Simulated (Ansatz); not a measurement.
# Se: stress in a strained cell

Aim: deform Se (equal xx and yy strain of -2 %) and compute stress, forces and field gradients with LAPW, PAW and all-electron datasets made for the crystal.

Computed with Ansatz 0.2.0 (DFT PBEsol, scalar-relativistic, unless a step's input says otherwise).

## 1. The structure to begin with

The structure is trigonal, space group R-3 (No. 148). Conventional cell: a = 11.362 Å, b = 11.362 Å, c = 4.429 Å, α = 90.00°, β = 90.00°, γ = 120.00°. Around Se (site symmetry 1) lie 2 Se at 2.36 Å.

Coordinates:

```
Se
1.0
     5.68100    3.27993    1.47633
    -5.68100    3.27993    1.47633
     0.00000   -6.55985    1.47633
Se
6
Direct
  0.28066 0.16251 0.91818
  0.91818 0.28066 0.16251
  0.16251 0.91818 0.28066
  0.71934 0.83749 0.08182
  0.08182 0.71934 0.83749
  0.83749 0.08182 0.71934
```

Atoms are numbered in the order of the input: Se1, Se2, Se3, Se4, Se5, Se6.

## 2. The deformed structure

Space group R-3 before, R-3 after.

## 3. All-electron LAPW

Contents of input.yaml:

```yaml
crystal:
  lattice:
    - [5.5673798647, 3.2143282635, 1.47633]
    - [-5.5673798647, 3.2143282635, 1.47633]
    - [0.0, -6.4286565271, 1.47633]
  atoms:
    - { symbol: Se, position: [0.28066, 0.16251, 0.91818] }
    - { symbol: Se, position: [0.91818, 0.28066, 0.16251] }
    - { symbol: Se, position: [0.16251, 0.91818, 0.28066] }
    - { symbol: Se, position: [0.71934, 0.83749, 0.08182] }
    - { symbol: Se, position: [0.08182, 0.71934, 0.83749] }
    - { symbol: Se, position: [0.83749, 0.08182, 0.71934] }
kpoints:
  mp_grid: { grid: [6, 6, 6] }
  band_path:
    path:
      - [0.0, 0.0, 0.0]
      - [0.5, 0.0, 0.0]
      - [0.5, -0.5, 0.5]
      - [0.2018255591, -0.7981744409, 0.2018255591]
      - [0.2018255591, 0.2018255591, 0.2018255591]
      - [0.0, 0.0, 0.0]
      - [0.5, -0.5, 0.0]
    npoints: 5
scf:
  occupations: { method: fermi_dirac, width: 0.01 }
hamiltonian:
  xc: pbesol
  pseudopotentials: { kind: all_electron, lapw: { basis_error: 0.001 } }
output:
  forces: true
  stress: true
  eigenvalues: true
```

Run with:

```
$ ansatz run input.yaml --threads 2 --pin off --max-ram 8192MiB --backend cpu --events-out ev --progress --plain --runs-dir out
```

## 4. PAW with frozen cores

Edit input.yaml of step 3 so:

```diff
@@ -14,12 +14,2 @@
   mp_grid: { grid: [6, 6, 6] }
-  band_path:
-    path:
-      - [0.0, 0.0, 0.0]
-      - [0.5, 0.0, 0.0]
-      - [0.5, -0.5, 0.5]
-      - [0.2018255591, -0.7981744409, 0.2018255591]
-      - [0.2018255591, 0.2018255591, 0.2018255591]
-      - [0.0, 0.0, 0.0]
-      - [0.5, -0.5, 0.0]
-    npoints: 5
 scf:
@@ -28,3 +18,3 @@
   xc: pbesol
-  pseudopotentials: { kind: all_electron, lapw: { basis_error: 0.001 } }
+  pseudopotentials: { kind: paw }
 output:
@@ -33 +23,6 @@
   eigenvalues: true
+  efg: { contact_densities: true }
+  write_density: true
+  write_potential: true
+  elf: true
+  volumetric_format: npy
```

## 5. All-electron PAW on datasets made for the crystal

Edit input.yaml of step 4 so:

```diff
@@ -18,3 +18,3 @@
   xc: pbesol
-  pseudopotentials: { kind: paw }
+  pseudopotentials: { kind: all_electron, datasets: crystal }
 output:
@@ -24,5 +24 @@
   efg: { contact_densities: true }
-  write_density: true
-  write_potential: true
-  elf: true
-  volumetric_format: npy
```

(Steps that only read results are left out.)

What does the calculation give? Wanted: pressure; largest shear or deviatoric stress.

As calculated:

```
                                 quantity                                           value
                                 pressure  LAPW 2.99, PAW 2.99, crystal datasets 2.99 GPa
largest shear or deviatoric stress (LAPW)                                        1.19 GPa
```

The largest part of the stress beyond the pressure is 1.19 GPa in size, in the zz component; the atoms are carried along and not relaxed. No run of the undeformed cell stands beside it, so the pressure holds what the given cell had before the change. PAW: stress within 0.01 GPa of LAPW, forces within 4 meV/Å. Crystal datasets: stress within 0.01 GPa of LAPW, forces within 1 meV/Å.
